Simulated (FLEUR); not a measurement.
# CdTe (F-43m) in FLEUR: a series of runs

The runs below take CdTe through band structure, equation of state, with LDA.

Program: FLEUR MaX-R8.1 (later development tree). These are calculated values, not measurements. Logs are shortened: lines on timing, memory, paths and dates and some standing lists are left out, and cuts for length are marked.

**Measured values to compare with.**

From a printed reference work, data compilation, for a bulk crystal of CdTe at 0 K: band gap 1.607 eV.

The runs below are set against these values where they give the same quantity.

## (1) The structure

The structure is cubic, space group F-43m (No. 216). Conventional cell: a = 6.410 Å, b = 6.410 Å, c = 6.410 Å, α = 90.00°, β = 90.00°, γ = 90.00°. Te (site symmetry -43m) has 4 Cd at 2.78 Å as nearest neighbours. Cd (site symmetry -43m) has 4 Te at 2.78 Å as nearest neighbours.

## (2) Band structure, LDA

Contents of inp.xml:

```xml
<?xml version="1.0" encoding="UTF-8" standalone="no"?>
<fleurInput fleurInputVersion="0.39">
   <comment>
      CdTe                                                                                                
   </comment>
   <calculationSetup>
      <cutoffs Kmax="3.8" Gmax="11.8" GmaxXC="11.8" numbands="0"/>
      <scfLoop itmax="60" minDistance="0.00001" maxIterBroyd="15" imix="Anderson" alpha="0.05" precondParam="0.0" spinf="2.0" sdNocoIR="T"/>
      <coreElectrons ctail="T" frcor="F" kcrel="0" coretail_lmax="0"/>
      <xcFunctional name="vwn" relativisticCorrections="F"/>
      <magnetism jspins="1"/>
      <soc l_soc="F" theta="0.0" phi="0.0" spav="F"/>
      <expertModes spex="0" secvar="F"/>
      <geometryOptimization l_f="F" forcealpha="1.0" forcemix="BFGS" epsdisp="0.00001" epsforce="0.00001"/>
      <ldaU l_linMix="F" mixParam="0.05" spinf="1.0"/>
   </calculationSetup>
   <cell>
      <bzIntegration valenceElectrons="42.0" mode="hist" fermiSmearingEnergy="0.00183747">
         <kPointListSelection listName="default-1"/>
         <!-- k-points included here -->
         <xi:include xmlns:xi="http://www.w3.org/2001/XInclude" href="kpts.xml"> </xi:include>
      </bzIntegration>
      <!-- symmetry operations included here -->
      <xi:include xmlns:xi="http://www.w3.org/2001/XInclude" href="sym.xml"> </xi:include>
      <bulkLattice scale="1.0">
         <bravaisMatrix>
            <row-1>    0.0000000000000000     6.0565722293429998     6.0565722293429998</row-1>
[... 31 lines left out ...]
         <lo type="SCLO" l="0" n="4" eDeriv="0"/>
         <lo type="SCLO" l="1" n="4" eDeriv="0"/>
         <lo type="SCLO" l="1" n="4" eDeriv="1"/>
         <lo type="SCLO" l="2" n="4" eDeriv="2"/>
         <lo type="SCLO" l="3" n="4" eDeriv="2"/>
      </species>
   </atomSpecies>
   <atomGroups>
      <atomGroup species="Tellurium (Te)">
         <relPos label="                   1">-1.000/4.000 -1.000/4.000 -1.000/4.000</relPos>
         <force calculate="T" relaxXYZ="TTT"/>
      </atomGroup>
      <atomGroup species="Cadmium (Cd)">
         <relPos label="                   2">.0000000000 .0000000000 .0000000000</relPos>
         <force calculate="T" relaxXYZ="TTT"/>
      </atomGroup>
   </atomGroups>
   <output dos="F" band="F" slice="F">
      <checks vchk="F" cdinf="F"/>
      <bandDOS minEnergy="-.5*Htr" maxEnergy="0.5*Htr" sigma="0.015" storeEVData="T"/>
      <vacuumDOS vacdos="F" integ="F" star="F" nstars="0" locx1="0.0" locy1="0.0" locx2="0.0" locy2="0.0" nstm="0" tworkf="0.0"/>
      <unfoldingBand unfoldBand="F" supercellX="1" supercellY="1" supercellZ="1"/>
      <plotting iplot="0" polar="F">
         <plot TwoD="T" vec1="  1.0  0.0  0.0" vec2="  0.0  1.0  0.0" vec3="  0.0  0.0  1.0" zero="  0.0  0.0  0.0" file="plot"/>
      </plotting>
      <chargeDensitySlicing numkpt="0" minEigenval="0.0" maxEigenval="0.0" nnne="0" pallst="F"/>
      <specialOutput eonly="F"/>
      <moessbauerParams electricFieldGradient="T" isomerShift="T" coreHyperfine="T" valenceHyperfine="T"/>
      <magneticCircularDichroism mcd="F" energyLo="-10.0" energyUp="0.0"/>
   </output>
  <!-- We include the file relax.xml here to enable relaxations (see documentation) -->
  <xi:include xmlns:xi="http://www.w3.org/2001/XInclude" href="relax.xml"> <xi:fallback/> </xi:include>
</fleurInput>
```

Contents of crystal.txt:

```
CdTe
&input cartesian=F /
0.0000000000  3.2050000000  3.2050000000
3.2050000000  0.0000000000  3.2050000000
3.2050000000  3.2050000000  0.0000000000
1.8897261246
1.0 1.0 1.0

2
52 0.7500000000  0.7500000000  0.7500000000
48 0.0000000000  0.0000000000  0.0000000000

&kpt div1=7 div2=7 div3=7 gamma=T /
```

Contents of inp.xml (bands):

```
<?xml version="1.0" encoding="UTF-8" standalone="no"?>
<fleurInput fleurInputVersion="0.39">
   <comment>
      CdTe                                                                                                
   </comment>
   <calculationSetup>
      <cutoffs Kmax="3.8" Gmax="11.8" GmaxXC="11.8" numbands="0"/>
      <scfLoop itmax="60" minDistance="0.00001" maxIterBroyd="15" imix="Anderson" alpha="0.05" precondParam="0.0" spinf="2.0" sdNocoIR="T"/>
      <coreElectrons ctail="T" frcor="F" kcrel="0" coretail_lmax="0"/>
      <xcFunctional name="vwn" relativisticCorrections="F"/>
      <magnetism jspins="1"/>
      <soc l_soc="F" theta="0.0" phi="0.0" spav="F"/>
      <expertModes spex="0" secvar="F"/>
      <geometryOptimization l_f="F" forcealpha="1.0" forcemix="BFGS" epsdisp="0.00001" epsforce="0.00001"/>
      <ldaU l_linMix="F" mixParam="0.05" spinf="1.0"/>
   </calculationSetup>
   <cell>
      <bzIntegration valenceElectrons="42.0" mode="hist" fermiSmearingEnergy="0.00183747">
         <kPointListSelection listName="path-1"/>
         <!-- k-points included here -->
         <xi:include xmlns:xi="http://www.w3.org/2001/XInclude" href="kpts.xml"> </xi:include>
      </bzIntegration>
      <!-- symmetry operations included here -->
      <xi:include xmlns:xi="http://www.w3.org/2001/XInclude" href="sym.xml"> </xi:include>
      <bulkLattice scale="1.0">
         <bravaisMatrix>
[... 32 lines left out ...]
         <lo type="SCLO" l="0" n="4" eDeriv="0"/>
         <lo type="SCLO" l="1" n="4" eDeriv="0"/>
         <lo type="SCLO" l="1" n="4" eDeriv="1"/>
         <lo type="SCLO" l="2" n="4" eDeriv="2"/>
         <lo type="SCLO" l="3" n="4" eDeriv="2"/>
      </species>
   </atomSpecies>
   <atomGroups>
      <atomGroup species="Tellurium (Te)">
         <relPos label="                   1">-1.000/4.000 -1.000/4.000 -1.000/4.000</relPos>
         <force calculate="T" relaxXYZ="TTT"/>
      </atomGroup>
      <atomGroup species="Cadmium (Cd)">
         <relPos label="                   2">.0000000000 .0000000000 .0000000000</relPos>
         <force calculate="T" relaxXYZ="TTT"/>
      </atomGroup>
   </atomGroups>
   <output dos="F" band="T" slice="F">
      <checks vchk="F" cdinf="F"/>
      <bandDOS minEnergy="-.5*Htr" maxEnergy="0.5*Htr" sigma="0.015" storeEVData="T"/>
      <vacuumDOS vacdos="F" integ="F" star="F" nstars="0" locx1="0.0" locy1="0.0" locx2="0.0" locy2="0.0" nstm="0" tworkf="0.0"/>
      <unfoldingBand unfoldBand="F" supercellX="1" supercellY="1" supercellZ="1"/>
      <plotting iplot="0" polar="F">
         <plot TwoD="T" vec1="  1.0  0.0  0.0" vec2="  0.0  1.0  0.0" vec3="  0.0  0.0  1.0" zero="  0.0  0.0  0.0" file="plot"/>
      </plotting>
      <chargeDensitySlicing numkpt="0" minEigenval="0.0" maxEigenval="0.0" nnne="0" pallst="F"/>
      <specialOutput eonly="F"/>
      <moessbauerParams electricFieldGradient="T" isomerShift="T" coreHyperfine="T" valenceHyperfine="T"/>
      <magneticCircularDichroism mcd="F" energyLo="-10.0" energyUp="0.0"/>
   </output>
  <!-- We include the file relax.xml here to enable relaxations (see documentation) -->
  <xi:include xmlns:xi="http://www.w3.org/2001/XInclude" href="relax.xml"> <xi:fallback/> </xi:include>
</fleurInput>
```

Potentials or basis: all-electron, FLAPW.

Started as:

```bash
$ inpgen -f crystal.txt -profile fastHighL
$ # inp.xml edited to the form shown
$ fleur_MPI
$ fleur_MPI   # second run, on inp.xml (bands)
```

What it wrote:

```text
Welcome to FLEUR        (www.flapw.de)
      MaX-Release 8.1          (www.max-centre.eu)

 ========== k-point set info ==========
 Selected k-point list: default-1
 k-point list type: mesh
 7 x 7 x 7
 Number of k points: 20

 ------------Calculation Setup---------------------------
 Number of MPI-tasks      :            1
 Number of PE/node        :            1
 Number of OMP-threads    :            1
 Most efficient MPI parallelization for:
           1           2           4           5          10          20
 Additional eigenvalue parallelization possible
 Number of basis functions:          508
 Approximate size of matrices (H+S) per k-point:         0.008 GB
 --------------------------------------------------------
 Iteration:     1   Distance:       5.75822443 me/bohr^3
 Iteration:     2   Distance:       5.30462934 me/bohr^3
 Iteration:     3   Distance:       3.17291172 me/bohr^3
 Iteration:     4   Distance:       0.88731352 me/bohr^3
 Iteration:     5   Distance:       0.67457713 me/bohr^3
 Iteration:     6   Distance:       0.11722321 me/bohr^3
 Iteration:     7   Distance:       0.07330964 me/bohr^3
 Iteration:     8   Distance:       0.03529588 me/bohr^3
 Iteration:     9   Distance:       0.00444944 me/bohr^3
 Iteration:    10   Distance:       0.00358557 me/bohr^3
 Iteration:    11   Distance:       0.00031259 me/bohr^3
 Iteration:    12   Distance:       0.00015396 me/bohr^3
 Iteration:    13   Distance:       0.00004419 me/bohr^3
 Iteration:    14   Distance:       0.00000381 me/bohr^3

 ********************************************************************
 Run finished successfully
 Stop message:
   all done
 ********************************************************************
```

output (bands):

```text
Welcome to FLEUR        (www.flapw.de)
      MaX-Release 8.1          (www.max-centre.eu)

 ========== k-point set info ==========
 Selected k-point list: path-1
 k-point list type: path
 Number of k points: 60

 ------------Calculation Setup---------------------------
 Number of MPI-tasks      :            1
 Number of PE/node        :            1
 Number of OMP-threads    :            1
 Most efficient MPI parallelization for:
           1           2           3           4           5           6          10          12          15          20          30          60
 Additional eigenvalue parallelization possible
 Number of basis functions:          512
 Approximate size of matrices (H+S) per k-point:         0.008 GB
 --------------------------------------------------------
 Fermi energy correction for insulators:
 No automatic correction of the Fermi energy has been performed.

 Note: Band structure data (together with different weights) is also stored in the banddos.hdf file.
       A convenient way of extracting and plotting the data from that file is by making use of the

 ********************************************************************
 Run finished successfully
 Stop message:
   Charge density postprocessing done.
 ********************************************************************
```

out.xml (last iteration):

```text
<iteration numberForCurrentRun="   14" overallNumber="   14">
         <energyParameters units="Htr">
            <atomicEP atomType="1" spin="1" branch="5s" branchLowest="-5.67" branchHighest="0.70" value="-0.3065069465"/>
            <atomicEP atomType="1" spin="1" branch="5p" branchLowest="-3.83" branchHighest="1.48" value="-0.0546832335"/>
            <atomicEP atomType="1" spin="1" branch="5d" branchLowest="-1.13" branchHighest="2.83" value="0.1546124283"/>
            <atomicEP atomType="1" spin="1" branch="4f" branchLowest="-9.99" branchHighest="1.65" value="0.3076438022"/>
            <loAtomicEP atomType="1" spin="1" branch="4p" branchLowest="-29.14" branchHighest="-3.83" value="-3.8488911055"/>
            <loAtomicEP atomType="1" spin="1" branch="4p" branchLowest="-29.14" branchHighest="-3.83" value="-3.8488911055"/>
            <loAtomicEP atomType="1" spin="1" branch="4d" branchLowest="-20.22" branchHighest="-1.13" value="-1.1741732070"/>
            <loAtomicEP atomType="1" spin="1" branch="4d" branchLowest="-20.22" branchHighest="-1.13" value="-1.1741732070"/>
            <loAtomicEP atomType="1" spin="1" branch="5s" branchLowest="-5.67" branchHighest="0.70" value="-0.3065069465"/>
            <loAtomicEP atomType="1" spin="1" branch="4f" branchLowest="-9.99" branchHighest="1.65" value="0.3076461229"/>
            <atomicEP atomType="2" spin="1" branch="5s" branchLowest="-3.60" branchHighest="1.08" value="0.0101186781"/>
            <atomicEP atomType="2" spin="1" branch="5p" branchLowest="-2.16" branchHighest="1.71" value="0.1750899644"/>
            <atomicEP atomType="2" spin="1" branch="4d" branchLowest="-14.18" branchHighest="-0.06" value="-0.1418072403"/>
            <atomicEP atomType="2" spin="1" branch="4f" branchLowest="-9.99" branchHighest="2.00" value="0.4938660871"/>
            <loAtomicEP atomType="2" spin="1" branch="4s" branchLowest="-26.62" branchHighest="-3.60" value="-3.5977589121"/>
            <loAtomicEP atomType="2" spin="1" branch="4p" branchLowest="-21.77" branchHighest="-2.16" value="-2.1761614873"/>
            <loAtomicEP atomType="2" spin="1" branch="4p" branchLowest="-21.77" branchHighest="-2.16" value="-2.1761614873"/>
            <loAtomicEP atomType="2" spin="1" branch="4d" branchLowest="-14.18" branchHighest="-0.06" value="-0.1502519785"/>
            <loAtomicEP atomType="2" spin="1" branch="4f" branchLowest="-9.99" branchHighest="2.00" value="0.4938682528"/>
         </energyParameters>
         <eigenvalues>
            <eigenvaluesAt spin="1" ikpt="1" k_x="0.00000000" k_y="0.00000000" k_z="0.00000000">
                      -3.8371267965       -3.8371267965       -3.8371267965       -3.5977563644       -2.1699438369
                      -2.1699438369       -2.1699438369       -1.1765616506       -1.1765616506       -1.1765616506
                      -1.1761875767       -1.1761875767       -0.2732725379       -0.1597298762       -0.1597298762
                      -0.1597298762       -0.1490709174       -0.1490709174        0.1483036629        0.1483036629
                       0.1483036629        0.1706314321        0.3140751850        0.3140751850        0.3140751850
                       0.4148346036        0.5004084994        0.5004084994        0.5132802932        0.5132802932
                       0.5132802932        0.6009190214        0.8462230846
            </eigenvaluesAt>
            <eigenvaluesAt spin="1" ikpt="2" k_x="0.00000000" k_y="0.00000000" k_z="0.14285714">
                      -3.8371257008       -3.8371257008       -3.8371241439       -3.5977562829       -2.1699437474
                      -2.1699436138       -2.1699436138       -1.1765488134       -1.1765402527       -1.1765402527
[... 63 lines left out ...]
         <moessbauerParams unitsHFF="kG" unitsIS="e/bohr^3" unitsEFG="Htr/bohr^2">
            <coreIsomerShift atomType="1" isTotal="231267.72333">
               <shell n="1" l="0" isomerShift="200865.74571"/>
               <shell n="2" l="0" isomerShift="23911.71652"/>
               <shell n="2" l="1" isomerShift="630.31264"/>
               <shell n="3" l="0" isomerShift="4721.63736"/>
               <shell n="3" l="1" isomerShift="135.09225"/>
               <shell n="4" l="0" isomerShift="1003.21882"/>
               <shell n="3" l="2" isomerShift="0.00003"/>
            </coreIsomerShift>
            <coreIsomerShift atomType="2" isTotal="160874.78466">
               <shell n="1" l="0" isomerShift="141071.65534"/>
               <shell n="2" l="0" isomerShift="16272.20131"/>
               <shell n="2" l="1" isomerShift="357.21810"/>
               <shell n="3" l="0" isomerShift="3100.49751"/>
               <shell n="3" l="1" isomerShift="73.21239"/>
               <shell n="3" l="2" isomerShift="0.00001"/>
            </coreIsomerShift>
            <isomerShift atomType="1" nucleusRadius="0.0001189" averageDensity="231384.82977"/>
            <isomerShift atomType="2" nucleusRadius="0.0001140" averageDensity="161509.78632"/>
            <electricFieldGradient atomType="1" VXX="0.00000" VYY="0.00000" VZZ="0.00000" asymParam="0.00000">
            </electricFieldGradient>
            <electricFieldGradient atomType="2" VXX="0.00000" VYY="0.00000" VZZ="0.00000" asymParam="0.00000">
            </electricFieldGradient>
         </moessbauerParams>
         <totalEnergy                                    value="   -12382.2993291042" units="Htr">
            <sumOfEigenvalues                            value="    -7485.6156444301">
               <coreElectrons value="-7428.9752053938"/>
               <valenceElectrons value="-56.6404390363"/>
            </sumOfEigenvalues>
            <densityCoulombPotentialIntegral value="-20100.2598949439"/>
            <densityEffectivePotentialIntegral value="-20524.8861907850"/>
            <chargeDenXCDenIntegral value="-320.2052795249"/>
            <FockExchangeEnergyValence value="0.0000000000"/>
            <FockExchangeEnergyCore value="0.0000000000"/>
            <atomTypeDependentContributions atomType="1">
               <electronNucleiInteractionDifferentMTs value="8226.2960806326"/>
               <MadelungTerm value="-33.4716013019"/>
            </atomTypeDependentContributions>
            <atomTypeDependentContributions atomType="2">
               <electronNucleiInteractionDifferentMTs value="6774.6933387789"/>
               <MadelungTerm value="-16.7736277488"/>
            </atomTypeDependentContributions>
            <tkbTimesEntropy value="0.0000006020"/>
            <freeEnergy value="-12382.2993297062"/>
            <extrapolationTo0K value="-12382.2993294052"/>
         </totalEnergy>
         <densityConvergence units="me/bohr^3">
            <chargeDensity spin="1" distance="0.0000038062"/>
         </densityConvergence>
      </iteration>
```

Run time: 55 s. Hardware: 1 thread of Arm Neoverse V1, shared host; peak memory 0.06 GiB.

What came out:

```
Free energy                                           : -336939.5297 eV
Band gap on the k mesh                                : 0.61 eV, direct
Band gap along the path                               : 0.61 eV, direct
Valence electrons inside the program's atomic spheres : Te 19.08; Cd 18.62 (radii Te 2.3, Cd 2.56 bohr)
```

Levels at the corners of the path, in eV from the valence-band top:
```csv
point,band 19,band 20,band 21,band 22,band 23,band 24
Γ,0.00,0.00,0.00,0.61,4.51,4.51
X,-4.54,-2.00,-2.00,2.39,2.55,8.79
W,-4.42,-2.48,-2.38,4.27,4.56,5.46
K,-4.44,-2.74,-1.66,2.75,4.45,7.28
Γ,0.00,0.00,0.00,0.61,4.51,4.51
L,-4.69,-0.83,-0.83,1.67,5.12,5.12
U,-4.44,-2.74,-1.66,2.75,4.45,7.28
W,-4.42,-2.48,-2.38,4.27,4.56,5.46
L,-4.69,-0.83,-0.83,1.67,5.12,5.12
K,-4.44,-2.74,-1.66,2.75,4.45,7.28
U,-4.44,-2.74,-1.66,2.75,4.45,7.28
X,-4.54,-2.00,-2.00,2.39,2.55,8.79
```

Core levels (eV from the Fermi level):
| atom | levels |
| --- | --- |
| 1 Te | 1s1/2 -31566.6, 2s1/2 -4836.0, 2p1/2 -4533.0, 2p3/2 -4258.9, 3s1/2 -957.8, 3p1/2 -833.0, 3p3/2 -781.9, 4s1/2 -158.6, 3d3/2 -561.0, 3d5/2 -550.3 |
| 2 Cd | 1s1/2 -26474.1, 2s1/2 -3927.4, 2p1/2 -3658.1, 2p3/2 -3465.9, 3s1/2 -728.7, 3p1/2 -620.6, 3p3/2 -586.3, 3d3/2 -394.3, 3d5/2 -387.3 |

Caveat: spin-orbit coupling is left out, which moves the levels of the heavy elements.

## (3) Equation of state, LDA, 30.95 Å³/atom (volume scaled by 0.94)

Changes to inp.xml since step 2:

```diff
@@ -24,3 +24,3 @@
       <xi:include xmlns:xi="http://www.w3.org/2001/XInclude" href="sym.xml"> </xi:include>
-      <bulkLattice scale="1.0">
+      <bulkLattice scale="0.9795861087">
          <bravaisMatrix>
@@ -34,3 +34,3 @@
       <species name="Tellurium (Te)" element="Te" atomicNumber="52">
-         <mtSphere radius="2.3" gridPoints="761" logIncrement="0.017"/>
+         <mtSphere radius="2.23" gridPoints="761" logIncrement="0.017"/>
          <atomicCutoffs lmax="9" lnonsphr="7"/>
@@ -51,3 +51,3 @@
       <species name="Cadmium (Cd)" element="Cd" atomicNumber="48">
-         <mtSphere radius="2.56" gridPoints="847" logIncrement="0.015"/>
+         <mtSphere radius="2.48" gridPoints="847" logIncrement="0.015"/>
          <atomicCutoffs lmax="10" lnonsphr="8"/>
```

Potentials or basis: all-electron, FLAPW.

Started as:

```bash
$ inpgen -f crystal.txt -profile fastHighL
$ # inp.xml edited to the form shown
$ fleur_MPI
```

Run time: 39 s. Hardware: 1 thread of Arm Neoverse V1, shared host; peak memory 0.08 GiB.

The run converged. Its results:

| Quantity | Value |
| --- | --- |
| Free energy | -336939.4420 eV |
| Band gap on the k mesh | 0.80 eV, direct |
| Valence electrons inside the program's atomic spheres | Te 18.86; Cd 18.49 (radii Te 2.23, Cd 2.48 bohr) |

Caveat: spin-orbit coupling is left out, which moves the levels of the heavy elements.

[end of part 1 of 2]
